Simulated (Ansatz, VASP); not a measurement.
# One calculation of SiGe, two programs

INCAR

```
PREC     = Accurate       # precision mode
ENCUT    = 520            # plane-wave cutoff, eV
EDIFF    = 1E-6           # SCF threshold, eV
ISMEAR   = 0              # smearing method
SIGMA    = 0.03           # smearing width, eV
LREAL    = F              # projectors in reciprocal space
LASPH    = T              # aspherical terms in the spheres
NELM     = 100            # most SCF steps
ALGO     = Fast           # electronic algorithm
ISIF     = 2              # what is computed and relaxed
LWAVE    = F              # write WAVECAR
LCHARG   = F              # write CHGCAR
NBANDS   = 26             # bands
```

The input KPOINTS:

```
regular mesh
0
Gamma
  12 12 6
```

File POSCAR:

```
SiGe
1.0
    3.9044512986      0.0000000000      0.0000000000
   -1.9522256493      3.3813540124      0.0000000000
    0.0000000000      0.0000000000      6.4507830000
Si Ge
2 2
Direct
    0.6666666667      0.3333333333      0.8358520148
    0.3333333333      0.6666666667      0.3358520148
    0.6666666667      0.3333333333      0.5003920000
    0.3333333333      0.6666666667      0.0003920000
```

Input for Ansatz:

```yaml
crystal:
  lattice:
    - [3.9044512986, 0.0, 0.0]
    - [-1.9522256493, 3.3813540124, 0.0]
    - [0.0, 0.0, 6.450783]
  atoms:
    - { symbol: Si, position: [0.6666666667, 0.3333333333, 0.8358520148] }
    - { symbol: Si, position: [0.3333333333, 0.6666666667, 0.3358520148] }
    - { symbol: Ge, position: [0.6666666667, 0.3333333333, 0.500392] }
    - { symbol: Ge, position: [0.3333333333, 0.6666666667, 0.000392] }
basis:
  ecutwfc: 420
kpoints:
  mp_grid: { grid: [12, 12, 6] }
hamiltonian:
  xc: lda
scf:
  occupations: { method: gaussian, width: 0.03 }
output:
  forces: true
  stress: true
  eigenvalues: true
  write_density: true
  write_potential: true
  elf: true
  volumetric_format: npy
```

Change from the starting cell: all Si atoms moved -0.250 Å, as atom 1 along Cartesian [0 0 1].

Alike in both runs: task single point; functional LDA; k mesh 12 × 12 × 6; occupations gaussian, width 0.03 eV; no spin polarisation.

|  | VASP | Ansatz |
| --- | --- | --- |
| version | VASP 6.6.1 | Ansatz 0.2.0 |
| potentials or method | VASP PAW LDA potentials, release 64 (Si, Ge_d) | scalar-relativistic, plane waves, PAW |
| plane-wave cutoff (eV) | 520 | 420 |
| valence electrons in the cell | 36 | 36 |

```tsv
	VASP	Ansatz	Ansatz less VASP
gap on the k mesh at the Fermi level (eV)	none	none	-
pressure (GPa)	0.2	0.1	-0.09
largest component of the traceless stress (GPa)	12.57	12.56	-0.008
rms of the force components (eV/Å)	2.279	2.274	-0.0042
```

Atom by atom the forces differ by 0.004 eV/Å (rms over components). A gap of «none» marks a metal or a gap that the smearing closes.

Caveats: forces of over 1 eV/Å show positions far from the minimum, so gaps and moduli don't describe the material at rest.
